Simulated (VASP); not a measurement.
# Re (Fm-3m) in VASP: single point with PBEsol

Aim: the single point of Re with PBEsol.

Everything below comes from runs of VASP 6.6.1. Logs are shortened: lines on timing, memory, paths and dates and some standing lists are left out, and cuts for length are marked.

**1. The structure**

Symmetry: Fm-3m, No. 225, cubic system. The conventional cell has a = 3.881 Å, b = 3.881 Å, c = 3.881 Å, α = 90.00°, β = 90.00°, γ = 90.00°. Around Re (site symmetry m-3m) lie 12 Re at 2.74 Å.

This isn't the form of Re at room conditions, which is hcp.

**2. Single point, PBEsol**

INCAR reads:

```
SYSTEM = Re
PREC = Accurate
ENCUT = 520
EDIFF = 1E-6
ISMEAR = 0
SIGMA = 0.1
LREAL = .False.
LASPH = .True.
NELM = 100
ALGO = Fast
ISIF = 2
LWAVE = .False.
LCHARG = .True.
GGA = PS
LELF = .True.
LVHAR = .True.
NBANDS = 10
```

KPOINTS reads:

```
regular mesh
0
Gamma
  18 18 18
  0 0 0
```

POSCAR reads:

```
Re
1.0
    0.0000000000      1.9403324167      1.9403324167
    1.9403324167      0.0000000000      1.9403324167
    1.9403324167      1.9403324167      0.0000000000
Re
1
Direct
    0.0000000000      0.0000000000      0.0000000000
```

Potentials or basis: VASP PAW PBE potentials, release 64 (Re).

Started as:

```bash
$ cat potpaw_PBE.64/Re/POTCAR > POTCAR
$ mpirun -np 1 vasp_std > vasp.out
```

OUTCAR:

```text
SYSTEM = Re
   PREC = Accurate
   ENCUT = 520
   EDIFF = 1E-6
   ISMEAR = 0
   LREAL = .False.
   LASPH = .True.
   NELM = 100
   ISIF = 2
   GGA = PS

 ion  position               nearest neighbor table
   1  0.000  0.000  0.000-

  LATTYP: Found a face centered cubic cell.
 ALAT       =     3.8806648334

  Lattice vectors:

 A1 = (   0.0000000000,   1.9403324167,   1.9403324167)
 A2 = (   1.9403324167,   0.0000000000,   1.9403324167)
 A3 = (   1.9403324167,   1.9403324167,   0.0000000000)

Analysis of symmetry for initial positions (statically):
=====================================================================
 Subroutine PRICEL returns:
 Original cell was already a primitive cell.

 Routine SETGRP: Setting up the symmetry group for a
 face centered cubic supercell.

 Subroutine GETGRP returns: Found 48 space group operations
 (whereof 48 operations were pure point group operations)
 out of a pool of 48 trial point group operations.

The static configuration has the point symmetry O_h .

Analysis of symmetry for dynamics (positions and initial velocities):
=====================================================================
 Subroutine PRICEL returns:
 Original cell was already a primitive cell.

 Routine SETGRP: Setting up the symmetry group for a
 face centered cubic supercell.

 Subroutine GETGRP returns: Found 48 space group operations
 (whereof 48 operations were pure point group operations)
 out of a pool of 48 trial point group operations.

The dynamic configuration has the point symmetry O_h .

 Subroutine INISYM returns: Found 48 space group operations
 (whereof 48 operations are pure point group operations),
 and found     1 'primitive' translations

----------------------------------------------------------------------------------------

                                     Primitive cell

  volume of cell :      14.6103

  direct lattice vectors                    reciprocal lattice vectors
     0.000000000  1.940332417  1.940332417    -0.257687804  0.257687804  0.257687804
     1.940332417  0.000000000  1.940332417     0.257687804 -0.257687804  0.257687804
     1.940332417  1.940332417  0.000000000     0.257687804  0.257687804 -0.257687804

  length of vectors
     2.744044419  2.744044419  2.744044419     0.446328369  0.446328369  0.446328369

  position of ions in fractional coordinates (direct lattice)
     0.000000000  0.000000000  0.000000000

  ion indices of the primitive-cell ions
   primitive index   ion index
                 1           1

----------------------------------------------------------------------------------------

 KPOINTS: regular mesh

Automatic generation of k-mesh.
 Grid dimensions read from file:
 generate k-points for:   18   18   18

 Generating k-lattice:

  Cartesian coordinates                     Fractional coordinates (reciprocal lattice)
    -0.014315989  0.014315989  0.014315989     0.055555556  0.000000000  0.000000000
     0.014315989 -0.014315989  0.014315989     0.000000000  0.055555556  0.000000000
     0.014315989  0.014315989 -0.014315989     0.000000000  0.000000000  0.055555556

  Length of vectors
     0.024796021  0.024796021  0.024796021

  Shift w.r.t. Gamma in fractional coordinates (k-lattice)
     0.000000000  0.000000000  0.000000000

 Subroutine IBZKPT returns following result:
 ===========================================

 Found    195 irreducible k-points:

 Following reciprocal coordinates:
            Coordinates               Weight
  0.000000  0.000000  0.000000      1.000000
  0.055556  0.000000  0.000000      8.000000
  0.111111  0.000000  0.000000      8.000000
  0.166667  0.000000  0.000000      8.000000
  0.222222  0.000000  0.000000      8.000000
  0.277778  0.000000  0.000000      8.000000
[... 16 lines left out ...]
 -0.277778  0.055556  0.000000     24.000000
 -0.222222  0.055556  0.000000     24.000000
 [... further k-points ...]
   k-points           NKPTS =    195   k-points in BZ     NKDIM =    195   number of bands    NBANDS=     10
   number of dos      NEDOS =    301   number of ions     NIONS =      1
   total plane-waves  NPLWV =   8000
   dimension x,y,z NGX =    20 NGY =   20 NGZ =   20
   dimension x,y,z NGXF=    40 NGYF=   40 NGZF=   40
   ions per type =               1
   NGX,Y,Z   is equivalent  to a cutoff of  12.12, 12.12, 12.12 a.u.
   NGXF,Y,Z  is equivalent  to a cutoff of  24.23, 24.23, 24.23 a.u.
 SYSTEM =  Re
   PREC   = accura    normal or accurate (medium, high low for compatibility)
   ISTART =      0    job   : 0-new  1-cont  2-samecut
   ICHARG =      2    charge: 1-file 2-atom 10-const
   ISPIN  =      1    spin polarized calculation?
   LNONCOLLINEAR =      F non collinear calculations
   LSORBIT =      F    spin-orbit coupling
   LASPH  =      T    aspherical Exc in radial PAW
   ENCUT  =  520.0 eV  38.22 Ry    6.18 a.u.   5.10  5.10  5.10*2*pi/ulx,y,z
   NELM   =    100;   NELMIN=  2; NELMDL= -5     # of ELM steps
   EDIFF  = 0.1E-05   stopping-criterion for ELM
   LREAL  =      F    real-space projection
   EDIFFG = 0.1E-04   stopping-criterion for IOM
   NSW    =      0    number of steps for IOM
   IBRION =     -1    ionic relax: 0-MD 1-quasi-New 2-CG
   NFREE  =      0    steps in history (QN), initial steepest desc. (CG)
   ISIF   =      2    stress and relaxation
   ISYM   =      2    0-nonsym 1-usesym 2-fastsym
   POTIM  = 0.5000    time-step for ionic-motion
   TEBEG  =    0.0;   TEEND  =   0.0 temperature during run
   PSTRESS=    0.0 pullay stress
   NELECT =       7.0000    total number of electrons
   NUPDOWN=      -1.0000    fix difference up-down
   EMIN   =  10.00;   EMAX   =-10.00  energy-range for DOS
   EFERMI =   0.00;   METHOD = LEGACY
   ISMEAR =     0;   SIGMA  =   0.10  broadening in eV -4-tet -1-fermi 0-gaus
   EFERMI_NEDOS =   21; number of points for ismear=-14 and -15
   IALGO  =     68    algorithm
   IMIX   =      4    mixing-type and parameters
     AMIX     =   0.40;   BMIX     =  1.00
     AMIX_MAG =   1.60;   BMIX_MAG =  1.00
  volume/ion in A,a.u.               =      14.61        98.60
  Fermi-wavevector in a.u.,A,eV,Ry     =   1.281016  2.420770 22.327203  1.641003
  Thomas-Fermi vector in A             =   2.413411
   LORBIT       =      0    0 simple, 1 ext, 2 COOP (PROOUT), +10 PAW based schemes
   GGA     = PS    functional components
   LHFCALC =     F    Hartree Fock is set to
   AEXX    =    0.0000 exact exchange contribution
   IVDW    =     0    specifies the selected vdW correction
   LEPSILON=     F    determine dielectric tensor
   LRPA    =     F    only Hartree local field effects (RPA)
 non-spin polarized calculation
 RMM-DIIS sequential band-by-band and
 Gauss-broadening in eV      SIGMA  =   0.10
  energy-cutoff  :      520.00
  volume of cell :       14.61
 maximum number of plane-waves:       411
   NGX = 11   NGY = 11   NGZ = 11

 number of electron       7.0000001 magnetization

 Free energy of the ion-electron system (eV)
  ---------------------------------------------------
  ext. energy  EPLUGINS =         0.00000000
  ---------------------------------------------------
  free energy    TOTEN  =       -13.30229999 eV

  energy without entropy =      -13.29802039  energy(sigma->0) =      -13.30016019

 E-fermi :   8.0660     XC(G=0): -13.8595

 val. band max:        8.0566320304   @ k =  -0.3889   0.4444   0.0556
 cond. band min:       8.0974079618   @ k =  -0.3333   0.2778   0.0000
 fundamental gap:      0.0407759314
 Fermi energy:         8.0660309689

 k-point     1 :       0.0000    0.0000    0.0000
  band No.  band energies     occupation
      1      -2.1387      2.00000
      2       6.1344      2.00000
      3       6.1344      2.00000
      4       6.1344      2.00000
      5       9.3572      0.00000
      6       9.3572      0.00000
      7      22.0355      0.00000
      8      27.7069      0.00000
      9      27.7069      0.00000
     10      27.7069      0.00000

 k-point     2 :       0.0556    0.0000    0.0000
  band No.  band energies     occupation
      1      -1.9932      2.00000
      2       6.0339      2.00000
      3       6.2034      2.00000
      4       6.2034      2.00000
      5       9.3004      0.00000
      6       9.3004      0.00000
      7      22.3206      0.00000
      8      26.9465      0.00000
      9      27.9736      0.00000
     10      27.9736      0.00000

 k-point     3 :       0.1111    0.0000    0.0000
  band No.  band energies     occupation
      1      -1.5729      2.00000
      2       5.7758      2.00000
      3       6.3833      2.00000
      4       6.3833      2.00000
      5       9.1737      0.00000
      6       9.1737      0.00000
      7      23.0925      0.00000
      8      25.5780      0.00000
      9      28.7482      0.00000
     10      28.7482      0.00000

 k-point     4 :       0.1667    0.0000    0.0000
  band No.  band energies     occupation
      1      -0.9315      2.00000
      2       5.4736      2.00000
      3       6.5807      2.00000
      4       6.5807      2.00000
      5       9.1093      0.00000
      6       9.1093      0.00000
      7      23.6256      0.00000
      8      24.7973      0.00000
      9      29.9633      0.00000
     10      29.9634      0.00000

 k-point     5 :       0.2222    0.0000    0.0000
  band No.  band energies     occupation
      1      -0.1786      2.00000
      2       5.2887      2.00000
      3       6.6480      2.00000
      4       6.6480      2.00000
      5       9.2918      0.00000
      6       9.2918      0.00000
      7      22.6020      0.00000
      8      25.6535      0.00000
      9      31.5184      0.00000
     10      31.5198      0.00000

 k-point     6 :       0.2778    0.0000    0.0000
  band No.  band energies     occupation
      1       0.5031      2.00000
      2       5.4202      2.00000
      3       6.5289      2.00000
      4       6.5289      2.00000
      5       9.7905      0.00000
      6       9.7905      0.00000
      7      21.4885      0.00000
      8      25.7163      0.00000
      9      32.6271      0.00000
     10      33.0528      0.00000
[... 183 lines left out ...]
 k-point    21 :      -0.3889    0.0556    0.0000
  band No.  band energies     occupation
      1       1.2447      2.00000
      2       5.9298      2.00000
      3       6.1368      2.00000
      4       7.0892      2.00000
      5      11.0766      0.00000
      6      12.0000      0.00000
      7      19.1669      0.00000
      8      22.6211      0.00000
      9      28.6488      0.00000
     10      29.9558      0.00000

 k-point    22 :      -0.3333    0.0556    0.0000
  band No.  band energies     occupation
      1       1.1423      2.00000
      2       6.1231      2.00000
      3       6.1544      2.00000
      4       6.3213      2.00000
      5      10.2936      0.00000
      6      11.3658      0.00000
      7      20.2747      0.00000
      8      23.9269      0.00000
      9      29.7702      0.00000
     10      31.8012      0.00000

 k-point    23 :      -0.2778    0.0556    0.0000
  band No.  band energies     occupation
      1       0.8092      2.00000
      2       5.4201      2.00000
      3       6.3950      2.00000
      4       6.5519      2.00000
      5       9.5142      0.00000
      6      10.6347      0.00000
      7      21.3426      0.00000
      8      25.4542      0.00000
      9      30.9595      0.00000
     10      32.0276      0.00000

 k-point    24 :      -0.2222    0.0556    0.0000
  band No.  band energies     occupation
      1       0.1902      2.00000
      2       5.1655      2.00000
      3       6.5983      2.00000
      4       6.7343      2.00000
      5       8.9167      0.00000
      6       9.9851      0.00000
      7      22.4357      0.00000
      8      25.9768      0.00000
      9      30.8084      0.00000
     10      32.0533      0.00000

 [... further k-points ...]
[... 5 lines left out ...]
  --------------------------------------------------------------------------------------
  -------------------------------------------------------------------------------------
  Total       -0.0121809     -0.0121809     -0.0121809     -0.0000000     -0.0000000     -0.0000000
  in kB       -1.3357646     -1.3357646     -1.3357646     -0.0000000     -0.0000000     -0.0000000
  external PRESSURE =      -1.3357646 kB  Pullay stress =       0.0000000 kB

 VOLUME and BASIS-vectors are now :
 -----------------------------------------------------------------------------
  energy-cutoff  :      520.00
  volume of cell :       14.61
      direct lattice vectors                 reciprocal lattice vectors
     0.000000000  1.940332417  1.940332417    -0.257687804  0.257687804  0.257687804
     1.940332417  0.000000000  1.940332417     0.257687804 -0.257687804  0.257687804
     1.940332417  1.940332417  0.000000000     0.257687804  0.257687804 -0.257687804

 POSITION                                       TOTAL-FORCE (eV/Angst)
 -----------------------------------------------------------------------------------
      0.00000      0.00000      0.00000         0.000000     -0.000000     -0.000000
 -----------------------------------------------------------------------------------
    total drift:                                0.000000      0.000000     -0.000000

  FREE ENERGIE OF THE ION-ELECTRON SYSTEM (eV)
  ---------------------------------------------------
  free  energy   TOTEN  =       -13.3022999935 eV

  energy  without entropy=      -13.2980203895  energy(sigma->0) =      -13.30016019
```

It took 21 s on 1 thread of Intel Xeon Platinum 8488C (Sapphire Rapids), shared host; peak memory 0.15 GiB.

Results:

- Free energy: -13.3023 eV
- Pressure: -0.1 GPa
- Band gap on the k mesh: none (metal or under the smearing width)

Levels at points of the mesh, in eV from the Fermi level:
```
           k point  band 1  band 2  band 3  band 4  band 5  band 6  band 7  band 8  band 9
(0.00, 0.00, 0.00)  -10.20   -1.93   -1.93   -1.93    1.29    1.29   13.97   19.64   19.64
(0.50, 0.00, 0.00)   -6.94   -2.15   -2.15    0.24    3.89    3.89   10.07   13.46   20.23
(0.50, 0.50, 0.00)   -6.91   -6.02    2.85    3.83    4.65    4.65   12.35   12.35   13.15
```

Caveat: the PAW data sets were made with another functional, which shifts forces and pressure a little.
